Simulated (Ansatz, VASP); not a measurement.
Two plane-wave programs on Sn

File INCAR:

```
ALGO = Normal ; EDIFF = 1E-7
ENCUT = 520 ; GGA = PS
ISIF = 2 ; ISMEAR = -1
LASPH = True ; LCHARG = False
LREAL = False ; LWAVE = False
NBANDS = 21 ; NELM = 60
PREC = Accurate ; SIGMA = 0.05
```

Contents of KPOINTS:

```
k-points
0
Gamma
  7 7 7
```

File POSCAR:

```
Sn
1.0
    0.0000000000      3.2333428000      3.2333428000
    3.2333428000      0.0000000000      3.2333428000
    3.2333428000      3.2333428000      0.0000000000
Sn
2
Direct
    0.7500000000      0.7500000000      0.7500000000
    0.5000000000      0.5000000000      0.5000000000
```

Contents of input.yaml:

```yaml
crystal:
  lattice:
    - [0.0, 3.2333428, 3.2333428]
    - [3.2333428, 0.0, 3.2333428]
    - [3.2333428, 3.2333428, 0.0]
  atoms:
    - { symbol: Sn, position: [0.75, 0.75, 0.75] }
    - { symbol: Sn, position: [0.5, 0.5, 0.5] }
hamiltonian:
  xc: pbesol
  pseudopotentials: { kind: paw }
kpoints:
  mp_grid: { grid: [7, 7, 7] }
scf:
  occupations: { method: fermi_dirac, width: 0.05 }
output:
  forces: true
  stress: true
  eigenvalues: true
```

This isn't the form of Sn at room conditions, which is tetragonal (white tin).

Alike in both runs: task single point; functional PBEsol; k mesh 7 × 7 × 7; occupations fermi-dirac, width 0.05 eV; no spin polarisation.

|  | VASP | Ansatz |
| --- | --- | --- |
| version | VASP 6.6.1 | Ansatz 0.2.0 |
| potentials or method | VASP PAW PBE potentials, release 64 (Sn_d) | Ansatz PAW |
| plane-wave cutoff (eV) | 520 | 420 |
| valence electrons in the cell | 28 | 28 |

```tsv
	VASP	Ansatz	Ansatz less VASP
gap on the k mesh at the Fermi level (eV)	none	none	-
pressure (GPa)	1.5	1.5	+0.07
```

A gap of «none» marks a metal or a gap that the smearing closes.

Caveats: the PAW data sets were made with another functional, which shifts forces and pressure a little (VASP); the PAW data sets come from PBE, with cores solved anew for the run's functional, which leaves a small shift of forces and pressure (Ansatz).
